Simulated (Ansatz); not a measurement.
**CdF2: how the settings move a single-point run**

How sensitive is a single-point run of CdF2 to its settings? A reference run comes first, then one run with altered input.

Computed with Ansatz 0.2.0 (reference: DFT, PBEsol, all-electron LAPW, Dirac equation with spin-orbit coupling; levels and slopes on a fine mesh, unless a step's input says otherwise).

## (1) The structure to begin with

The structure is cubic, space group Fm-3m (No. 225). Conventional cell: a = 5.384 Å, b = 5.384 Å, c = 5.384 Å, α = 90.00°, β = 90.00°, γ = 90.00°. Cd (site symmetry m-3m) is surrounded by 8 F at 2.33 Å. Around F (site symmetry -43m) lie 4 Cd at 2.33 Å.

Structure file:

```
Cd F
1.0
     0.00000    2.69212    2.69212
     2.69212    0.00000    2.69212
     2.69212    2.69212    0.00000
Cd F
1 2
Direct
  0.00000 0.00000 0.00000
  0.25000 0.25000 0.25000
  0.75000 0.75000 0.75000
```

## (2) The reference run

Contents of input.yaml:

```yaml
crystal:
  lattice:
    - [0.0, 2.69212021332, 2.69212021332]
    - [2.69212021332, 0.0, 2.69212021332]
    - [2.69212021332, 2.69212021332, 0.0]
  atoms:
    - { symbol: Cd, position: [0.0, 0.0, 0.0] }
    - { symbol: F, position: [0.25, 0.25, 0.25] }
    - { symbol: F, position: [0.75, 0.75, 0.75] }
kpoints:
  mp_grid: { grid: [6, 6, 6] }
scf:
  occupations: { method: fixed }
hamiltonian:
  xc: pbesol
  pseudopotentials: { kind: all_electron, lapw: { basis_error: 0.001 } }
magnetization:
  noncollinear: true
  spin_orbit: true
output:
  forces: true
  stress: true
  eigenvalues: true
  eigenstates:
    nscf_kmesh: { grid: [8, 8, 8] }
    de_dk: true
    e_range: [-9, 12.95054708164]
checkpoint:
  write: ck
  write_wavefunctions: false
```

Run with:

```console
> ansatz run input.yaml --threads 2 --pin off --max-ram 6144MiB --backend cpu --events-out ev --progress --plain --runs-dir out
```

## (3) Changed: scf.algorithm direct_min, accuracy low

input.yaml: that of step 2 with these lines changed.

```diff
@@ -13,2 +13,3 @@
   occupations: { method: fixed }
+  algorithm: direct_min
 hamiltonian:
@@ -30 +31,2 @@
   write_wavefunctions: false
+accuracy: low
```

What does the calculation give? Wanted: for each run, ending; energy change; pressure; gap; force.

The runs gave:

```tsv
run	ending	energy change	pressure (GPa)	gap (eV)	force (eV/Å)	cycles	time
reference	converged	0	0.0	2.95	0.00	-	36 s
1: scf.algorithm direct_min, accuracy low	converged	0.0 meV/atom	0.0	2.95	0.00	8	77 s
```

Residual by cycle in the longest SCF loop of each run; runs are numbered as in the table. The quantity is the density residual dr2, in eV.

```tsv
cycle	reference	run 1
1	1.96	1.96
2	0.284	0.00196
3	0.0642	1.2e-4
4	6.1e-4	9.7e-6
5	5.3e-5	1.6e-8
6	2.3e-6	8.6e-11
7	7.0e-9	6.2e-13
8	2.0e-10	6.7e-15
9	6.6e-12	-
```

**Reading.** The changed solver doesn't alter the result here (within 0.5 meV/atom).

These are semilocal Kohn-Sham gaps, which aren't the measured quantity. Such gaps usually fall short of the measured ones.
